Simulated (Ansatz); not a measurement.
# PbS (Cmcm) in Ansatz: notebook

One crystal, PbS, is run at these levels: BLYP+D3(BJ), PBE; tasks: single point, equation of state, band structure.

Everything below comes from runs of Ansatz 0.2.0. Logs are shortened: lines on timing, memory, paths and dates and some standing lists are left out, and cuts for length are marked.

## (1) Starting point

The structure is orthorhombic, space group Cmcm (No. 63). Conventional cell: a = 4.160 Å, b = 11.983 Å, c = 4.279 Å, α = 90.00°, β = 90.00°, γ = 90.00°. Pb (site symmetry m2m) is surrounded by 5 S at 2.69 to 2.99 Å. S (site symmetry m2m) has 5 Pb at 2.69 to 2.99 Å as nearest neighbours.

Measurements of this composition are mostly on another form, of space group No. 225.

## (2) Single point, BLYP+D3(BJ), 25.06 Å³/atom (volume scaled by 0.94)

input.yaml

```yaml
crystal:
  lattice:
    - [2.0374927668, -5.8689911821, 0.0]
    - [2.0374927668, 5.8689911821, 0.0]
    - [0.0, 0.0, 4.1919633476]
  atoms:
    - { symbol: Pb, position: [0.13056335, 0.86943665, 0.25] }
    - { symbol: Pb, position: [0.86943665, 0.13056335, 0.75] }
    - { symbol: S, position: [0.35479709, 0.64520291, 0.25] }
    - { symbol: S, position: [0.64520291, 0.35479709, 0.75] }
hamiltonian:
  xc: blyp
  pseudopotentials: { kind: paw }
  dispersion: d3bj
kpoints:
  mp_grid: { grid: [7, 7, 6] }
scf:
  occupations: { method: fermi_dirac, width: 0.05 }
output:
  forces: true
  stress: true
  eigenvalues: true
```

Potentials or basis: Ansatz PAW.

Started as:

```console
$ ansatz run input.yaml --threads 2 --pin off --max-ram 5120MiB --backend cpu --events-out ev --progress --plain --runs-dir out
```

The program printed:

```text
Warning: RAYON_NUM_THREADS=2 ignored (pool sized by the plan → 2); use --threads N
Engine: ansatz 0.2.0, aarch64-unknown-linux-gnu
Pseudopotentials: kind: paw
Pseudopotential: Pb, paw, valence charge 14, recommended cutoff 420 eV (normal), Pb.paw.azcp
Pseudopotential: S, paw, valence charge 6, recommended cutoff 420 eV (normal), S.paw.azcp
Functional definition: BLYP
  parameter beta = 0.0042
  parameter a = 0.04918
  parameter b = 0.132
  parameter c = 0.2533
  parameter d = 0.349
  exchange = b88_x(beta = beta)
  correlation = lyp_c(a = a, b = b, c = c, d = d)
Crystal: 4 atoms, lattice volume = 100.255 Å³
Basis set: ecut = 420 eV, 1963 PW (Γ), exchange–correlation on 90×90×60 points (8 copies of the dense FFT grid, shifted against one another)
Bands: 24, of which v1, the nominal top of the filled ones, is band 20 counted from 1 (19 counted from 0)
Symmetry: 8 space group operations
Space group: Cmcm (ITA 63), of the structure as read, at distance tolerance 4.6e-5 Å
k-points: 64 of 294
Non-local potential: Pb, projectors of the file, l = 0: 2, l = 1: 2, l = 2: 2, l = 3: 2
Non-local potential: S, projectors of the file, l = 0: 2, l = 1: 2, l = 2: 2
PAW form: soft (Blöchl's): semilocal exchange-correlation on the pseudo side does not see the compensation charge
PAW frozen core: Pb, regenerated for the run's functional, and the local potential with it (the file was generated under x = pbe(κ = 0.804, μ = 0.2195149727645171), c = pbe(β = 0.06672455060314922))
PAW frozen core: S, regenerated for the run's functional, and the local potential with it (the file was generated under x = pbe(κ = 0.804, μ = 0.2195149727645171), c = pbe(β = 0.06672455060314922))
PAW one-centre angular grid: Pb, 590 points (default); XC on 64 Gauss nodes
PAW one-centre angular grid: S, 110 points (default); XC on 64 Gauss nodes
Initial density: superposition of atomic densities (neutral atoms: chi_scale 0, normalization atom), corrected by the library's trained network
Initial wavefunctions: pseudopotential atomic-orbital guess
Functional: x = b88, c = lyp
SCF iter   1: F=—  HF=-25687.805039 eV  |F-HF|=—  |Δ(HF+E_count)|=         —  Δρ=8.37e-3  dr2=9.96e-2  ethr=1.77e-3  ⟨swp⟩=7.2  Hψ=7798  notcnv=0
preconditioner: auto → Resta (q_TF=auto, 2.341 Å⁻¹)  ε∞=3.7  [insulator: Δε(μ)=1.315 eV  Ē_g=14.183 eV  σ=0.050 eV  W_gap=1.00  n_scr=26 (ndim 8)  ℏωp=23.5 eV  f_vac=0.000  D(μ)=0.00/eV (n_scr^D=0)  ε∞_Penn≈3.7]
SCF iter   2: F=—  HF=-25687.774347 eV  |F-HF|=—  |Δ(HF+E_count)|=   3.07e-2  Δρ=2.46e-3  dr2=5.80e-3  ethr=2.49e-4  ⟨swp⟩=2.2  Hψ=2666  notcnv=0
SCF iter   3: F=—  HF=-25687.773266 eV  |F-HF|=—  |Δ(HF+E_count)|=   1.08e-3  Δρ=7.80e-4  dr2=6.74e-4  ethr=1.45e-5  ⟨swp⟩=2.0  Hψ=2053  notcnv=0
SCF iter   4: F=—  HF=-25687.773288 eV  |F-HF|=—  |Δ(HF+E_count)|=   2.16e-5  Δρ=1.21e-4  dr2=1.64e-5  ethr=1.68e-6  ⟨swp⟩=2.0  Hψ=2155  notcnv=0
SCF iter   5: F=—  HF=-25687.773205 eV  |F-HF|=—  |Δ(HF+E_count)|=   8.30e-5  Δρ=3.35e-5  dr2=1.01e-6  ethr=4.11e-8  ⟨swp⟩=2.9  Hψ=2840  notcnv=0
SCF iter   6: F=-25687.773206 eV  HF=-25687.773206 eV  |F-HF|=1.87e-9  |Δ(HF+E_count)|=   1.17e-6  Δρ=5.56e-6  dr2=5.00e-8  ethr=2.50e-10  ⟨swp⟩=7.0  Hψ=7913  notcnv=0
SCF 1 converged in 6 iterations: F = -25687.773206 eV  dr2 = 5.00e-8
SCF converged after 6 iterations
Free energy (F): -25687.773206 eV
Harris-Foulkes:  -25687.773206 eV  (|F-HF|=1.87e-9)
Internal energy: -25687.773206 eV  (E = F + TS)
E sigma→0 (E₀):  -25687.773206 eV
Entropy (-TS):   -0.000000 eV (-0.000 meV/atom)
Fermi energy:    9.364455 eV
--- Per-component energies (eV) ---
  E_band       = -78.295384
  E_kinetic    = 795.772507
  E_local      = -2435.034756  (includes V_loc(G=0)·N_el)
  E_nonlocal   = 754.200866
  E_hartree    = 954.489267
  E_xc         = -632.125469
  E_vxc        = -433.532669  (∫ρ·V_xc dr)
  E_paw        = -22080.178072  (= ΣΔE_a)
  E_vpaw       = -668.682984  (= ΣTr[D̂ρ^β])
  E_aug_tail   = 0.000096  (compensation charges beyond the density's cutoff)
  E_ewald      = -3041.331021
  E_disp       = -3.373430  (pairwise vdW)
  E_core_change = -0.193194  (= ΣΔE_core)
  E_smearing   = -0.000000  (= −TS)
  E_closure    = 0.000000  (closes the sum)
  Σ components = -25687.773206   (vs F -25687.773206, Δ=0.00e0)
--- Forces (eV/Å), atoms counted from 1 ---
  atom   1  Pb     0.00000000     0.67568452     0.00000000
  atom   2  Pb     0.00000000    -0.67568452     0.00000000
  atom   3  S      0.00000000    -0.45178195     0.00000000
  atom   4  S      0.00000000     0.45178195     0.00000000
  max |Σ_I F_I| component: 1.11e-16 eV/Å
--- Stress (GPa, compression-positive) ---
        3.622731       0.000000       0.000000
        0.000000       3.883686       0.000000
        0.000000       0.000000       3.655010
  P = ⅓ Tr σ = 3.7205 GPa (37.205 kbar)
--- Band table (eV; the first three rows and the last of 64) ---
  k-point 0: bands = ["-7.7423", "-7.5997", "-7.5875", "-7.5845", "-7.5457", "-7.5385", "-7.5279", "-7.5186", "-7.4993", "-7.4471", "-4.6522", "-2.6073", "1.8200", "2.9452", "4.2841", "5.5770", "6.1640", "6.9268", "7.1107", "8.2041", "13.6339", "13.6512", "13.7671", "14.5592"]
  k-point 1: bands = ["-7.7202", "-7.6013", "-7.5906", "-7.5681", "-7.5517", "-7.5481", "-7.5385", "-7.5050", "-7.4939", "-7.4604", "-4.4808", "-2.6168", "1.3495", "2.5019", "4.4460", "6.0617", "6.3824", "7.1116", "7.5375", "8.0386", "12.9361", "13.0090", "13.2778", "13.8420"]
  k-point 2: bands = ["-7.6723", "-7.6101", "-7.5774", "-7.5728", "-7.5715", "-7.5429", "-7.5296", "-7.4942", "-7.4918", "-7.4885", "-3.9961", "-2.7915", "0.7534", "1.5945", "4.9982", "6.4837", "6.9555", "7.5065", "8.0009", "8.3677", "11.4482", "11.5923", "11.8204", "12.5457"]
  k-point 63: bands = ["-7.6448", "-7.6448", "-7.5675", "-7.5675", "-7.5428", "-7.5428", "-7.5030", "-7.5030", "-7.5029", "-7.5029", "-3.2627", "-3.2627", "0.4171", "0.4171", "7.3037", "7.3037", "7.4283", "7.4283", "8.3330", "8.3330", "10.6919", "10.6919", "11.9586", "11.9586"]
```

It took 4.9 s on 2 threads of Arm Neoverse V1, shared host; peak memory 0.44 GiB.

What came out:

```yaml
Free_energy: -25687.7732 eV
Pressure: 3.7 GPa
Largest_force: 0.676 eV/Å
Band_gap_on_the_k_mesh: 1.19 eV, indirect (least direct gap 1.52 eV)
```

Caveat: odd divisions of the mesh miss points on the zone boundary, where band edges often lie, so the gap on the mesh can be too wide; spin-orbit coupling is left out, which as a rule narrows the gap of such compounds by several tenths of an eV; the PAW data sets come from PBE, with cores solved anew for the run's functional, which leaves a small shift of forces and pressure.

## (3) Single point, BLYP+D3(BJ), 25.60 Å³/atom (volume scaled by 0.96)

Changes to input.yaml since step 2:

```diff
@@ -2,5 +2,5 @@
   lattice:
-    - [2.0374927668, -5.8689911821, 0.0]
-    - [2.0374927668, 5.8689911821, 0.0]
-    - [0.0, 0.0, 4.1919633476]
+    - [2.0518417802, -5.9103234677, 0.0]
+    - [2.0518417802, 5.9103234677, 0.0]
+    - [0.0, 0.0, 4.2214851889]
   atoms:
```

Potentials or basis: Ansatz PAW.

Started as:

```console
$ ansatz run input.yaml --threads 2 --pin off --max-ram 5120MiB --backend cpu --events-out ev --progress --plain --runs-dir out
```

It took 4.9 s on 2 threads of Arm Neoverse V1, shared host; peak memory 0.44 GiB.

Results (log left out):

| Property | Result |
| --- | --- |
| Free energy | -25687.8132 eV |
| Pressure | 2.3 GPa |
| Largest force | 0.525 eV/Å |
| Band gap on the k mesh | 1.23 eV, indirect (least direct gap 1.51 eV) |

Caveat: odd divisions of the mesh miss points on the zone boundary, where band edges often lie, so the gap on the mesh can be too wide; spin-orbit coupling is left out, which as a rule narrows the gap of such compounds by several tenths of an eV; the PAW data sets come from PBE, with cores solved anew for the run's functional, which leaves a small shift of forces and pressure.

## (4) Single point, BLYP+D3(BJ), 26.13 Å³/atom (volume scaled by 0.98)

Changes to input.yaml since step 3:

```diff
@@ -2,5 +2,5 @@
   lattice:
-    - [2.0518417802, -5.9103234677, 0.0]
-    - [2.0518417802, 5.9103234677, 0.0]
-    - [0.0, 0.0, 4.2214851889]
+    - [2.0659928603, -5.9510856073, 0.0]
+    - [2.0659928603, 5.9510856073, 0.0]
+    - [0.0, 0.0, 4.2505997999]
   atoms:
```

Started as:

```console
$ ansatz run input.yaml --threads 2 --pin off --max-ram 5120MiB --backend cpu --events-out ev --progress --plain --runs-dir out
```

Run time: 5 s. Hardware: 2 threads of Arm Neoverse V1, shared host; peak memory 0.45 GiB.

Results (log left out):

```
Free energy            : -25687.8354 eV
Pressure               : 1.0 GPa
Largest force          : 0.385 eV/Å
Band gap on the k mesh : 1.28 eV, indirect (least direct gap 1.50 eV)
```

Caveat: odd divisions of the mesh miss points on the zone boundary, where band edges often lie, so the gap on the mesh can be too wide; spin-orbit coupling is left out, which as a rule narrows the gap of such compounds by several tenths of an eV; the PAW data sets come from PBE, with cores solved anew for the run's functional, which leaves a small shift of forces and pressure.

## (5) Single point, BLYP+D3(BJ), 26.66 Å³/atom

Changes to input.yaml since step 4:

```diff
@@ -2,5 +2,5 @@
   lattice:
-    - [2.0659928603, -5.9510856073, 0.0]
-    - [2.0659928603, 5.9510856073, 0.0]
-    - [0.0, 0.0, 4.2505997999]
+    - [2.079952695, -5.991296865, 0.0]
+    - [2.079952695, 5.991296865, 0.0]
+    - [0.0, 0.0, 4.27932094]
   atoms:
```

Started as:

```console
$ ansatz run input.yaml --threads 2 --pin off --max-ram 5120MiB --backend cpu --events-out ev --progress --plain --runs-dir out
```

Run time: 5.3 s. Hardware: 2 threads of Arm Neoverse V1, shared host; peak memory 0.45 GiB.

Results (log left out):

| Property | Result |
| --- | --- |
| Free energy | -25687.8417 eV |
| Pressure | -0.1 GPa |
| Largest force | 0.255 eV/Å |
| Band gap on the k mesh | 1.31 eV, indirect (least direct gap 1.49 eV) |

Caveat: odd divisions of the mesh miss points on the zone boundary, where band edges often lie, so the gap on the mesh can be too wide; spin-orbit coupling is left out, which as a rule narrows the gap of such compounds by several tenths of an eV; the PAW data sets come from PBE, with cores solved anew for the run's functional, which leaves a small shift of forces and pressure.

## (6) Single point, BLYP+D3(BJ), 27.20 Å³/atom (volume scaled by 1.02)

Changes to input.yaml since step 5:

```diff
@@ -2,5 +2,5 @@
   lattice:
-    - [2.079952695, -5.991296865, 0.0]
-    - [2.079952695, 5.991296865, 0.0]
-    - [0.0, 0.0, 4.27932094]
+    - [2.0937276176, -6.030975484, 0.0]
+    - [2.0937276176, 6.030975484, 0.0]
+    - [0.0, 0.0, 4.3076616397]
   atoms:
```

Potentials or basis: Ansatz PAW.

Started as:

```console
$ ansatz run input.yaml --threads 2 --pin off --max-ram 5120MiB --backend cpu --events-out ev --progress --plain --runs-dir out
```

Run time: 6.3 s. Hardware: 2 threads of Arm Neoverse V1, shared host; peak memory 0.45 GiB.

Results (log left out):

```yaml
Free_energy: -25687.8338 eV
Pressure: -1.1 GPa
Largest_force: 0.133 eV/Å
Band_gap_on_the_k_mesh: 1.33 eV, indirect (least direct gap 1.48 eV)
```

Caveat: odd divisions of the mesh miss points on the zone boundary, where band edges often lie, so the gap on the mesh can be too wide; spin-orbit coupling is left out, which as a rule narrows the gap of such compounds by several tenths of an eV; the PAW data sets come from PBE, with cores solved anew for the run's functional, which leaves a small shift of forces and pressure.

## (7) Single point, BLYP+D3(BJ), 27.73 Å³/atom (volume scaled by 1.04)

Changes to input.yaml since step 6:

```diff
@@ -2,5 +2,5 @@
   lattice:
-    - [2.0937276176, -6.030975484, 0.0]
-    - [2.0937276176, 6.030975484, 0.0]
-    - [0.0, 0.0, 4.3076616397]
+    - [2.1073236324, -6.0701387599, 0.0]
+    - [2.1073236324, 6.0701387599, 0.0]
+    - [0.0, 0.0, 4.3356342523]
   atoms:
@@ -22 +22,5 @@
   eigenvalues: true
+  write_density: true
+  write_potential: true
+  elf: true
+  volumetric_format: npy
```

Started as:

```console
$ ansatz run input.yaml --threads 2 --pin off --max-ram 5120MiB --backend cpu --events-out ev --progress --plain --runs-dir out
```

It took 7.6 s on 2 threads of Arm Neoverse V1, shared host; peak memory 0.46 GiB.

It converged, with:

- Free energy: -25687.8135 eV
- Pressure: -1.9 GPa
- Largest force: 0.048 eV/Å
- Band gap on the k mesh: 1.34 eV, indirect (least direct gap 1.48 eV)

Caveat: odd divisions of the mesh miss points on the zone boundary, where band edges often lie, so the gap on the mesh can be too wide; spin-orbit coupling is left out, which as a rule narrows the gap of such compounds by several tenths of an eV; the PAW data sets come from PBE, with cores solved anew for the run's functional, which leaves a small shift of forces and pressure.

## (8) Single point, BLYP+D3(BJ), 28.26 Å³/atom (volume scaled by 1.06)

Changes to input.yaml since step 7:

```diff
@@ -2,5 +2,5 @@
   lattice:
-    - [2.1073236324, -6.0701387599, 0.0]
-    - [2.1073236324, 6.0701387599, 0.0]
-    - [0.0, 0.0, 4.3356342523]
+    - [2.1207464379, -6.1088031065, 0.0]
+    - [2.1207464379, 6.1088031065, 0.0]
+    - [0.0, 0.0, 4.3632505017]
   atoms:
@@ -22,5 +22 @@
   eigenvalues: true
-  write_density: true
-  write_potential: true
-  elf: true
-  volumetric_format: npy
```

Started as:

```console
$ ansatz run input.yaml --threads 2 --pin off --max-ram 5120MiB --backend cpu --events-out ev --progress --plain --runs-dir out
```

Run time: 6.3 s. Hardware: 2 threads of Arm Neoverse V1, shared host; peak memory 0.46 GiB.

It converged, with:

| Property | Result |
| --- | --- |
| Free energy | -25687.7838 eV |
| Pressure | -2.5 GPa |
| Largest force | 0.087 eV/Å |
| Band gap on the k mesh | 1.36 eV, indirect (least direct gap 1.47 eV) |

Caveat: odd divisions of the mesh miss points on the zone boundary, where band edges often lie, so the gap on the mesh can be too wide; spin-orbit coupling is left out, which as a rule narrows the gap of such compounds by several tenths of an eV; the PAW data sets come from PBE, with cores solved anew for the run's functional, which leaves a small shift of forces and pressure.

## (9) Equation of state, BLYP+D3(BJ)

Potentials or basis: Ansatz PAW.

No new run: the results of the series are fitted here.

Results:

* Equilibrium volume: 26.62 Å³/atom
* Bulk modulus at fixed shape and positions: 52 GPa
* Pressure derivative of the bulk modulus: 6.0 (rough: it moves with the points fitted)

Energy against volume, from the lowest point:
```tsv
volume (Å³/atom)	energy (meV/atom)
25.064	17.13
25.597	7.13
26.130	1.57
26.664	0.00
27.197	1.98
27.730	7.05
28.263	14.47
```

Caveat: the potentials were made for another functional, which shifts forces and pressure; the cell was scaled at fixed shape and fractional positions, which overstates the stiffness of a crystal with free parameters, most of all of layers and chains.

(Continued in part 2 of 2.)
